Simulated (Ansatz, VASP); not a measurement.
# SiC (SiC (P6_3mc)): VASP beside Ansatz, part 2 of 2

Aim: how closely do two programs agree when they are given the same cell, functional and k mesh? The cell is taken from a series of runs on this material, whose earlier steps may have relaxed, scaled, displaced or heated it; both programs get it as it stands.

VASP 6.6.1 and Ansatz 0.2.0.

So far. Step 2 (VASP: single point, r2SCAN, pair 1): The run ends at a pressure of 24.29 GPa, with forces up to 0.032 eV/Å.

## (5) Ansatz: single point, r2SCAN, pair 2

Level of this step: Ansatz beside VASP: Kohn-Sham DFT, plane waves, r2SCAN (Ansatz).

A single point gives forces, pressure and levels at one fixed geometry, so differences don't come from the geometry; what else differs is listed under the comparison.

The cell is taken from a series of runs on this material, whose earlier steps may have relaxed, scaled, displaced or heated it; both programs get it as it stands.

input.yaml

```yaml
crystal:
  lattice:
    - [2.98630503033, -2.886751327277e-09, 0.0]
    - [-1.493152512665, 2.586216021158, 0.0]
    - [0.0, 0.0, 14.65462847]
  atoms:
    - { symbol: Si, position: [0.3349117137745, 0.6650067359653, 0.8329629217008] }
    - { symbol: Si, position: [0.6650067359653, 0.3349117137745, 0.3329629217008] }
    - { symbol: Si, position: [0.6668179366202, 0.3330303283822, 0.6664393683511] }
    - { symbol: Si, position: [0.3330303283822, 0.6668179366202, 0.1664393683511] }
    - { symbol: C, position: [0.3340266516819, 0.6658104144481, 0.7080839773746] }
    - { symbol: C, position: [0.6658104144481, 0.3340266516819, 0.2080839773746] }
    - { symbol: C, position: [0.6658808428988, 0.33436654459, 0.5415444189239] }
    - { symbol: C, position: [0.33436654459, 0.6658808428988, 0.04154441892395] }
    - { symbol: Si, position: [0.001468261571497, 0.9986984518989, 0.9996119293719] }
    - { symbol: C, position: [0.002188194695164, 0.9977939234736, 0.8744583842777] }
    - { symbol: Si, position: [0.9986984518989, 0.001468261571497, 0.4996119293719] }
    - { symbol: C, position: [0.9977939234736, 0.002188194695164, 0.3744583842777] }
basis:
  ecutwfc: 500.0
  ecutrho_ratio: 4
  xc_grid: 2
  fft_grid_basis: typed
  precision: f64
kpoints:
  mp_grid: { grid: [6, 6, 2], shift: [0.5, 0.5, 0.5] }
  band_path: { path: [VBM, CBM], npoints: 1 }
hamiltonian:
  xc: r2scan
  pseudopotentials:
    kind: paw
    azcp: { folder: soft_1, C: "soft_1/C.paw.azcp", Si: "soft_1/Si.paw.azcp" }
scf:
  max_iter: 100
  self_checks: high
  occupations: { method: fermi_dirac, width: 0.01 }
output:
  forces: true
checkpoint:
  write: "../host.point.run"
  compress: false
  write_wavefunctions: true
  write_every: 100000
```

Launch:

```sh
ansatz run input.yaml --threads 8 --pin off --max-ram 15073MiB --backend cpu --events-out ev --progress --plain --runs-dir out
```

Numbers of over 12 decimals in the logs are rounded to 6 here.

Output:

```text
[...]
Crystal: 12 atoms, lattice volume = 113.181 Å³
Basis set: ecut = 500 eV, 2969 PW (Γ), exchange–correlation on 48×48×216 points (8 copies of the dense FFT grid, shifted against one another)
Bands: 36, of which v1, the nominal top of the filled ones, is band 24 counted from 1 (23 counted from 0)
Symmetry: 2 space group operations
[...]
k-points: 21 of 72 (time reversal used)
[...]
--- Band table (eV; the first three rows and the last of 21) ---
  k-point 0: bands = [... 20 lower, 9.7247, 9.9757, 10.1931, 10.3363, 17.1262, 17.2698, 17.4976, 17.7341, ... 8 higher]
  k-point 1: bands = [... 20 lower, 9.7244, 9.9753, 10.1933, 10.3364, 17.1263, 17.2699, 17.4973, 17.7343, ... 8 higher]
  k-point 2: bands = [... 20 lower, 8.7276, 9.2487, 9.4584, 9.7223, 14.9407, 15.0112, 15.9931, 16.2654, ... 8 higher]
  k-point 20: bands = [... 20 lower, 8.5019, 8.9796, 9.0535, 9.4717, 13.2648, 13.4326, 14.6932, 15.0995, ... 8 higher]
[key lines of the parts left out:]
SCF converged after 9 iterations
Free energy (F): -5347.213692 eV
Fermi energy:    11.908114 eV
```

## (6) VASP: single point, r2SCAN, pair 2

The same cell, functional, mesh and smearing now go to VASP, with its own data sets.

INCAR

```
SYSTEM = SiC
PREC = Accurate
ENCUT = 580
EDIFF = 1E-06
NELM = 120
ISMEAR = -1
SIGMA = 0.01
LREAL = .FALSE.
ALGO = Normal
METAGGA = R2SCAN
LASPH = .TRUE.
NBANDS = 36
LORBIT = 11
LWAVE = .FALSE.
LCHARG = .FALSE.
ISIF = 2
ISYM = 2
GGA_COMPAT = .FALSE.
EFERMI = MIDGAP
LMIXTAU = .TRUE.
KPAR = 8
```

POSCAR

```
SiC
1.0
    2.9863050303     -0.0000000029      0.0000000000
   -1.4931525127      2.5862160212      0.0000000000
    0.0000000000      0.0000000000     14.6546284700
Si C
6 6
Direct
    0.3349117138      0.6650067360      0.8329629217
    0.6650067360      0.3349117138      0.3329629217
    0.6668179366      0.3330303284      0.6664393684
    0.3330303284      0.6668179366      0.1664393684
    0.0014682616      0.9986984519      0.9996119294
    0.9986984519      0.0014682616      0.4996119294
    0.3340266517      0.6658104144      0.7080839774
    0.6658104144      0.3340266517      0.2080839774
    0.6658808429      0.3343665446      0.5415444189
    0.3343665446      0.6658808429      0.0415444189
    0.0021881947      0.9977939235      0.8744583843
    0.9977939235      0.0021881947      0.3744583843
```

KPOINTS

```
Points of the shifted mesh
72
Reciprocal
 0.0833333333  0.0833333333  0.2500000000 1
 0.0833333333  0.0833333333  0.7500000000 1
 0.0833333333  0.2500000000  0.2500000000 1
 0.0833333333  0.2500000000  0.7500000000 1
 0.0833333333  0.4166666667  0.2500000000 1
 0.0833333333  0.4166666667  0.7500000000 1
 0.0833333333  0.5833333333  0.2500000000 1
 0.0833333333  0.5833333333  0.7500000000 1
 0.0833333333  0.7500000000  0.2500000000 1
 0.0833333333  0.7500000000  0.7500000000 1
 0.0833333333  0.9166666667  0.2500000000 1
 0.0833333333  0.9166666667  0.7500000000 1
 0.2500000000  0.0833333333  0.2500000000 1
 0.2500000000  0.0833333333  0.7500000000 1
 0.2500000000  0.2500000000  0.2500000000 1
 0.2500000000  0.2500000000  0.7500000000 1
 0.2500000000  0.4166666667  0.2500000000 1
 0.2500000000  0.4166666667  0.7500000000 1
 0.2500000000  0.5833333333  0.2500000000 1
 0.2500000000  0.5833333333  0.7500000000 1
 0.2500000000  0.7500000000  0.2500000000 1
 0.2500000000  0.7500000000  0.7500000000 1
 0.2500000000  0.9166666667  0.2500000000 1
 0.2500000000  0.9166666667  0.7500000000 1
 0.4166666667  0.0833333333  0.2500000000 1
 0.4166666667  0.0833333333  0.7500000000 1
 0.4166666667  0.2500000000  0.2500000000 1
 0.4166666667  0.2500000000  0.7500000000 1
 0.4166666667  0.4166666667  0.2500000000 1
 0.4166666667  0.4166666667  0.7500000000 1
 0.4166666667  0.5833333333  0.2500000000 1
 0.4166666667  0.5833333333  0.7500000000 1
 0.4166666667  0.7500000000  0.2500000000 1
 0.4166666667  0.7500000000  0.7500000000 1
 0.4166666667  0.9166666667  0.2500000000 1
 0.4166666667  0.9166666667  0.7500000000 1
 0.5833333333  0.0833333333  0.2500000000 1
 0.5833333333  0.0833333333  0.7500000000 1
 0.5833333333  0.2500000000  0.2500000000 1
 0.5833333333  0.2500000000  0.7500000000 1
 0.5833333333  0.4166666667  0.2500000000 1
 0.5833333333  0.4166666667  0.7500000000 1
 0.5833333333  0.5833333333  0.2500000000 1
 0.5833333333  0.5833333333  0.7500000000 1
 0.5833333333  0.7500000000  0.2500000000 1
 0.5833333333  0.7500000000  0.7500000000 1
 0.5833333333  0.9166666667  0.2500000000 1
 0.5833333333  0.9166666667  0.7500000000 1
 0.7500000000  0.0833333333  0.2500000000 1
 0.7500000000  0.0833333333  0.7500000000 1
 0.7500000000  0.2500000000  0.2500000000 1
 0.7500000000  0.2500000000  0.7500000000 1
 0.7500000000  0.4166666667  0.2500000000 1
 0.7500000000  0.4166666667  0.7500000000 1
 0.7500000000  0.5833333333  0.2500000000 1
 0.7500000000  0.5833333333  0.7500000000 1
 0.7500000000  0.7500000000  0.2500000000 1
 0.7500000000  0.7500000000  0.7500000000 1
 0.7500000000  0.9166666667  0.2500000000 1
 0.7500000000  0.9166666667  0.7500000000 1
 0.9166666667  0.0833333333  0.2500000000 1
 0.9166666667  0.0833333333  0.7500000000 1
 0.9166666667  0.2500000000  0.2500000000 1
 0.9166666667  0.2500000000  0.7500000000 1
 0.9166666667  0.4166666667  0.2500000000 1
 0.9166666667  0.4166666667  0.7500000000 1
 0.9166666667  0.5833333333  0.2500000000 1
 0.9166666667  0.5833333333  0.7500000000 1
 0.9166666667  0.7500000000  0.2500000000 1
 0.9166666667  0.7500000000  0.7500000000 1
 0.9166666667  0.9166666667  0.2500000000 1
 0.9166666667  0.9166666667  0.7500000000 1
```

Potentials, in the order of the species: Si and C (PBE family, release 64).

Launch:

```sh
mpirun -np 8 vasp_std
```

Output:

```text
[banner, memory and clock lines left out]
running    8 mpi-ranks, on    1 nodes
[...]
[... a notice as in an earlier step ...]

 [... a notice as in an earlier step ...]

 LDA part: xc-table for (None), standard interpolation
 POSCAR, INCAR and KPOINTS ok, starting setup
[...]
entering main loop
       N       E                     dE             d eps       ncg     rms          rms(c)
DAV:   1     0.116812653764E+03    0.11681E+03   -0.24604E+04  5184   0.136E+03
DAV:   2    -0.121737378418E+03   -0.23855E+03   -0.22337E+03  6672   0.235E+02
DAV:   3    -0.134138862051E+03   -0.12401E+02   -0.12311E+02  6784   0.499E+01
DAV:   4    -0.134298883499E+03   -0.16002E+00   -0.15972E+00  6600   0.656E+00
[...]
DAV:  18    -0.115219063242E+03    0.11369E-03   -0.40502E-05  6008   0.453E-02    0.197E-02
DAV:  19    -0.115219104587E+03   -0.41345E-04   -0.90343E-06  5740   0.233E-02    0.113E-02
DAV:  20    -0.115219104776E+03   -0.18858E-06   -0.87636E-07  3672   0.799E-03
   1 F= -.11521910E+03 E0= -.11521910E+03  d E =0.000000E+00
```

From OUTCAR (step 6):

```text
  Total       17.2168216     17.0436867     17.2308526     -0.1499392     -0.0023213     -0.0013402
  in kB      243.7192234    241.2683467    243.9178441     -2.1225215     -0.0328595     -0.0189714
  external PRESSURE =     242.9684714 kB  Pullay stress =       0.0000000 kB

 POSITION                                       TOTAL-FORCE (eV/Angst)
 -----------------------------------------------------------------------------------
      0.00719      1.71985     12.20676         0.047388     -0.025055      0.039383
      1.48584      0.86615      4.87945        -0.045392      0.028512      0.039383
      1.49406      0.86129      9.76642         0.042979     -0.023504      0.038280
     -0.00113      1.72454      2.43911        -0.041845      0.025469      0.038280
     -1.48682      2.58285     14.64894        -0.043294      0.026922      0.035333
      2.98023      0.00380      7.32163         0.044962     -0.024032      0.035333
      0.00335      1.72193     10.37671        -0.047864      0.028701     -0.044844
      1.48956      0.86387      3.04939         0.048788     -0.027101     -0.044844
      1.48926      0.86474      7.93613        -0.035445      0.015620     -0.026581
      0.00426      1.72211      0.60882         0.031250     -0.022886     -0.026581
     -1.48332      2.58051     12.81486        -0.077943      0.043236     -0.041570
      2.97645      0.00566      5.48755         0.076415     -0.045882     -0.041570
 -----------------------------------------------------------------------------------
    total drift:                               -0.000002     -0.000004     -0.002702

  FREE ENERGIE OF THE ION-ELECTRON SYSTEM (eV)
  ---------------------------------------------------
  free  energy   TOTEN  =      -115.2191047759 eV

  energy  without entropy=     -115.2191047759  energy(sigma->0) =     -115.21910478

[... 3 further parts left out ...]
[key lines of the parts left out:]
E-fermi :  10.3995
```

The run ends at a pressure of 24.30 GPa, with forces up to 0.098 eV/Å.

## (7) Comparison

The two programs side by side:

```
              quantity  Ansatz   VASP  difference
gap on the k mesh (eV)   2.713  2.730      -0.017
```

Forces on 9 of the 12 atoms, those with the largest forces and the largest differences (eV/Å; atoms numbered as in POSCAR):

```
atom         Ansatz x, y, z           VASP x, y, z
 Si1   0.048, -0.025, 0.039   0.047, -0.025, 0.039
 Si2   -0.046, 0.029, 0.039   -0.045, 0.029, 0.039
 Si4   -0.042, 0.026, 0.038   -0.042, 0.025, 0.038
 Si5   -0.043, 0.027, 0.033   -0.043, 0.027, 0.035
 Si6   0.045, -0.024, 0.033   0.045, -0.024, 0.035
  C7  -0.048, 0.029, -0.044  -0.048, 0.029, -0.045
  C8  0.049, -0.027, -0.044  0.049, -0.027, -0.045
 C11  -0.078, 0.043, -0.041  -0.078, 0.043, -0.042
 C12  0.076, -0.046, -0.041  0.076, -0.046, -0.042
```

The forces differ by 0.7 meV/Å r.m.s., which is 1.7 % of the r.m.s. force of 0.040 eV/Å (both taken over all components). A gap on the mesh is an upper bound, since the band edges may lie between its points.

## (8) Ansatz: single point, r2SCAN, pair 3

With cell and atoms fixed, the geometry can't cause a difference; cores, projectors, grids and the points listed under the comparison can. This pair takes another cell of the material, with 108 atoms against 12 for the pair before.

The cell is taken from a series of runs on this material, whose earlier steps may have relaxed, scaled, displaced or heated it; both programs get it as it stands.

input.yaml

```yaml
crystal:
  lattice:
    - [8.9589150803, 0.0, 0.0]
    - [-4.4794575402, 7.7586480499, 0.0]
    - [0.0, 0.0, 14.6546284706]
  atoms:
    - { symbol: Si, position: [0.1111111111, 0.2222222222, 0.8329853991] }
    - { symbol: Si, position: [0.2222222222, 0.1111111111, 0.3329853991] }
    - { symbol: Si, position: [0.2222222222, 0.1111111111, 0.666501017] }
    - { symbol: Si, position: [0.1111111111, 0.2222222222, 0.166501017] }
    - { symbol: Si, position: [0.0, 0.0, 0.4997224787] }
    - { symbol: Si, position: [0.0, 0.0, 0.9997224787] }
    - { symbol: C, position: [0.0, 0.0, 0.8743669375] }
    - { symbol: C, position: [0.0, 0.0, 0.3743669375] }
    - { symbol: C, position: [0.1111111111, 0.2222222222, 0.7079966829] }
    - { symbol: C, position: [0.2222222222, 0.1111111111, 0.2079966829] }
    - { symbol: C, position: [0.2222222222, 0.1111111111, 0.5415284848] }
    - { symbol: C, position: [0.1111111111, 0.2222222222, 0.0415284848] }
    - { symbol: Si, position: [0.1111111111, 0.5555555556, 0.8329853991] }
    - { symbol: Si, position: [0.2222222222, 0.4444444444, 0.3329853991] }
    - { symbol: Si, position: [0.2222222222, 0.4444444444, 0.666501017] }
    - { symbol: Si, position: [0.1111111111, 0.5555555556, 0.166501017] }
    - { symbol: Si, position: [0.0, 0.3333333333, 0.4997224787] }
    - { symbol: Si, position: [0.0, 0.3333333333, 0.9997224787] }
    - { symbol: C, position: [0.0, 0.3333333333, 0.8743669375] }
    - { symbol: C, position: [0.0, 0.3333333333, 0.3743669375] }
    - { symbol: C, position: [0.1111111111, 0.5555555556, 0.7079966829] }
    - { symbol: C, position: [0.2222222222, 0.4444444444, 0.2079966829] }
    - { symbol: C, position: [0.2222222222, 0.4444444444, 0.5415284848] }
    - { symbol: C, position: [0.1111111111, 0.5555555556, 0.0415284848] }
    - { symbol: Si, position: [0.1111111111, 0.8888888889, 0.8329853991] }
    - { symbol: Si, position: [0.2222222222, 0.7777777778, 0.3329853991] }
    - { symbol: Si, position: [0.2222222222, 0.7777777778, 0.666501017] }
    - { symbol: Si, position: [0.1111111111, 0.8888888889, 0.166501017] }
    - { symbol: Si, position: [0.0, 0.6666666667, 0.4997224787] }
    - { symbol: Si, position: [0.0, 0.6666666667, 0.9997224787] }
[... 72 atom lines left out ...]
    - { symbol: C, position: [0.6666666667, 0.6666666667, 0.8743669375] }
    - { symbol: C, position: [0.6666666667, 0.6666666667, 0.3743669375] }
    - { symbol: C, position: [0.7777777778, 0.8888888889, 0.7079966829] }
    - { symbol: C, position: [0.8888888889, 0.7777777778, 0.2079966829] }
    - { symbol: C, position: [0.8888888889, 0.7777777778, 0.5415284848] }
    - { symbol: C, position: [0.7777777778, 0.8888888889, 0.0415284848] }
basis:
  ecutwfc: 500
  xc_grid: 2
hamiltonian:
  xc: r2scan
  pseudopotentials: { kind: paw, azcp: { folder: soft_1 } }
kpoints:
  mp_grid: { grid: [1, 1, 1], shift: [0.25, 0.25, 0.25] }
scf:
  occupations: { method: fermi_dirac, width: 0.01 }
  max_iter: 80
```

Launch:

```sh
ansatz run input.yaml --threads 8 --pin off --max-ram 15073MiB --backend cpu --events-out ev --progress --plain --runs-dir out
```

Output:

```text
[...]
Crystal: 108 atoms, lattice volume = 1018.630 Å³
Basis set: ecut = 500 eV, 25889 PW (Γ), exchange–correlation on 144×144×216 points (8 copies of the dense FFT grid, shifted against one another)
Bands: 324, of which v1, the nominal top of the filled ones, is band 216 counted from 1 (215 counted from 0)
Symmetry: 18 space group operations
k-points: 1
[...]
SCF iter   1: F=—  HF=-48197.326827 eV  |F-HF|=—  |Δ(HF+E_count)|=         —  Δρ=1.51e-1  dr2=2.69e2  dr2_τ=3.36e1  ethr=3.10e-3  ⟨swp⟩=6.0  Hψ=1497  notcnv=0  defer=67
[...]
SCF iter   8: F=-48129.419008 eV  HF=-48129.419008 eV  |F-HF|=1.05e-7  |Δ(HF+E_count)|=   1.50e-6  Δρ=4.56e-6  dr2=2.01e-7  dr2_τ=1.23e-8  ethr=2.31e-10  ⟨swp⟩=2.0  Hψ=890  notcnv=0
SCF 1 converged in 8 iterations: F = -48129.419008 eV  dr2 = 2.01e-7
[...]
SCF converged after 8 iterations
Free energy (F): -48129.419008 eV
[...]
Internal energy: -48129.419008 eV  (E = F + TS)
E sigma→0 (E₀):  -48129.419008 eV
Fermi energy:    11.884830 eV
[...]
```

## (9) VASP: single point, r2SCAN, pair 3

The same cell, functional, mesh and smearing now go to VASP, with its own data sets.

Edit INCAR of step 6 so:

```diff
@@ -7,3 +7,3 @@
 SIGMA = 0.01
-LREAL = .FALSE.
+LREAL = Auto
 ALGO = Normal
@@ -11,3 +11,3 @@
 LASPH = .TRUE.
-NBANDS = 36
+NBANDS = 296
 LORBIT = 11
@@ -20,2 +20,2 @@
 LMIXTAU = .TRUE.
-KPAR = 8
+NCORE = 2
```

POSCAR

```
SiC
1.0
    8.9589150803      0.0000000000      0.0000000000
   -4.4794575402      7.7586480499      0.0000000000
    0.0000000000      0.0000000000     14.6546284706
Si C
54 54
Direct
    0.1111111111      0.2222222222      0.8329853991
    0.2222222222      0.1111111111      0.3329853991
    0.2222222222      0.1111111111      0.6665010170
    0.1111111111      0.2222222222      0.1665010170
    1.0000000000      1.0000000000      0.4997224787
    1.0000000000      1.0000000000      0.9997224787
    0.1111111111      0.5555555555      0.8329853991
    0.2222222222      0.4444444444      0.3329853991
    0.2222222222      0.4444444444      0.6665010170
    0.1111111111      0.5555555555      0.1665010170
    1.0000000000      0.3333333333      0.4997224787
    1.0000000000      0.3333333333      0.9997224787
    0.1111111111      0.8888888889      0.8329853991
    0.2222222222      0.7777777777      0.3329853991
    0.2222222222      0.7777777777      0.6665010170
    0.1111111111      0.8888888889      0.1665010170
    1.0000000000      0.6666666666      0.4997224787
    1.0000000000      0.6666666666      0.9997224787
    0.4444444444      0.2222222222      0.8329853991
    0.5555555555      0.1111111111      0.3329853991
    0.5555555555      0.1111111111      0.6665010170
    0.4444444444      0.2222222222      0.1665010170
    0.3333333333      1.0000000000      0.4997224787
    0.3333333333      1.0000000000      0.9997224787
    0.4444444444      0.5555555555      0.8329853991
    0.5555555555      0.4444444444      0.3329853991
    0.5555555555      0.4444444444      0.6665010170
    0.4444444444      0.5555555555      0.1665010170
    0.3333333333      0.3333333333      0.4997224787
    0.3333333333      0.3333333333      0.9997224787
[... 72 atom lines left out ...]
    0.6666666666      0.6666666666      0.8743669375
    0.6666666666      0.6666666666      0.3743669375
    0.7777777777      0.8888888889      0.7079966829
    0.8888888889      0.7777777777      0.2079966829
    0.8888888889      0.7777777777      0.5415284848
    0.7777777777      0.8888888889      0.0415284848
```

KPOINTS

```
Points of the shifted mesh
1
Reciprocal
 0.2500000000  0.2500000000  0.2500000000 1
```

Launch:

```sh
mpirun -np 8 vasp_std
```

Output:

```text
[banner, memory and clock lines left out]
running    8 mpi-ranks, on    1 nodes
[...]
[... a notice as in an earlier step ...]

 LDA part: xc-table for (None), standard interpolation
 POSCAR, INCAR and KPOINTS ok, starting setup
[...]
entering main loop
       N       E                     dE             d eps       ncg     rms          rms(c)
DAV:   1     0.125589172269E+04    0.12559E+04   -0.22136E+05   592   0.151E+03
DAV:   2    -0.105421974225E+04   -0.23101E+04   -0.21726E+04   720   0.263E+02
DAV:   3    -0.120847761819E+04   -0.15426E+03   -0.15272E+03   728   0.629E+01
DAV:   4    -0.121142553787E+04   -0.29479E+01   -0.29368E+01   720   0.958E+00
[...]
DAV:  25    -0.104147302967E+04   -0.87252E-05   -0.70955E-08   344   0.816E-04    0.977E-04
DAV:  26    -0.104147302688E+04    0.27923E-05   -0.84042E-09   344   0.314E-04    0.452E-04
DAV:  27    -0.104147302755E+04   -0.67499E-06    0.18045E-09   344   0.132E-04
   1 F= -.10414730E+04 E0= -.10414730E+04  d E =0.000000E+00
```

Parts of OUTCAR (step 9):

```text
  FREE ENERGIE OF THE ION-ELECTRON SYSTEM (eV)
  ---------------------------------------------------
  free  energy   TOTEN  =     -1041.4730275548 eV

  energy  without entropy=    -1041.4730275548  energy(sigma->0) =    -1041.47302755
```

The run ends at a pressure of 23.99 GPa, with forces up to 0.073 eV/Å.

## (10) Differences

What differs besides the data sets and the points named for the pairs above, as far as they apply: the cutoff is 500 eV in Ansatz and 580 eV in VASP (PREC = Accurate, projectors in real space). Total energies have different zeros and are not compared.

Compared:

```
              quantity  Ansatz   VASP  difference
gap on the k mesh (eV)   3.156  3.170      -0.014
```

A gap on the mesh is an upper bound, since the band edges may lie between its points.

## (11) Outcome

```json
{"difference in gap on the k mesh (single point, r2SCAN, pair 1)": "-0.016 eV", "r.m.s. force difference (single point, r2SCAN, pair 2)": "0.69 meV/Å", "difference in gap on the k mesh (single point, r2SCAN, pair 3)": "-0.014 eV"}
```

**Reading.** The difference in gap on the k mesh is -0.016 eV (single point, r2SCAN, pair 1), within the 0.08 eV picked in this series as the mark of a large difference. Such differences can come from data sets, numerical settings and the points named under the comparisons, not from the functional's error against experiment.

[Lines on the potential files, build, host, timing and source positions are cut from VASP's logs without a mark.]

[Logs are printed without paths, hosts, clocks, repeated set-up lines and the standing remarks that a program may print on its own settings, such as how far it seeks lower states.]

[Hosts, paths, dates, database ids (printed as entryN), source tags and the programs' standing remarks are cut or masked in the printed files.]
